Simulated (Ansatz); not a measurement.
**CuI in Ansatz: the effect of Hubbard term**

The system is CuI.

```
I Cu
1.0
     4.09020    0.00000    0.00000
     0.00000    4.09020    0.00000
     0.00000    0.00000    6.55146
I Cu
2 2
Direct
  0.00000 0.50000 0.74303
  0.50000 0.00000 0.25697
  0.00000 0.00000 0.00000
  0.50000 0.50000 0.00000
```

Measurements of this composition are mostly on another form, of space group No. 216.

Alike in all runs:

- Program: Ansatz 0.2.0
- Task: density of states
- Functional: PBEsol
- Potentials or basis: all-electron LAPW, scalar-relativistic
- Cutoff: 255 eV (chosen from the basis error)
- Basis error allowed: 0.002 eV/atom
- k mesh: 7 × 7 × 4
- Occupations: fermi-dirac, width 0.05 eV
- Spin: no spin polarisation

```tsv
Hubbard term	gap on the mesh (eV)	pressure (GPa)	largest force (eV/Å)
none	1.49	-1.7	0.23
Cu d U = 2 eV	1.79	-1.3	0.21
Cu d U = 4 eV	2.03	-0.9	0.17
Cu d U = 6 eV	?	?	?
Cu d U = 8 eV	2.35	-0.2	0.10
```

What does the run with Hubbard term Cu d U = 6 eV give?

gap on the mesh 2.21 eV; pressure -0.6 GPa; largest force 0.14 eV/Å.

Worked out: A parabola through the other rows of the gap on the mesh, of slope 0.0797 eV per eV there, gives 2.22 eV, against the run's 2.21. A straight line through the other rows of the pressure, of slope 0.187 GPa per eV, gives -0.6 GPa, against the run's -0.6. A straight line through the other rows of the largest force, of slope -0.0167 eV/Å per eV, gives 0.14 eV/Å, against the run's 0.14.

Caveats: spin-orbit coupling is left out, which moves the levels of the heavy elements; this functional lacks dispersion, which binds the layers, so the pressure and a relaxed spacing across them are unreliable; the density of states is complete only up to the lowest level of the last band computed; U is the effective U less J, on atomic orbitals that reach past the spheres (some runs).

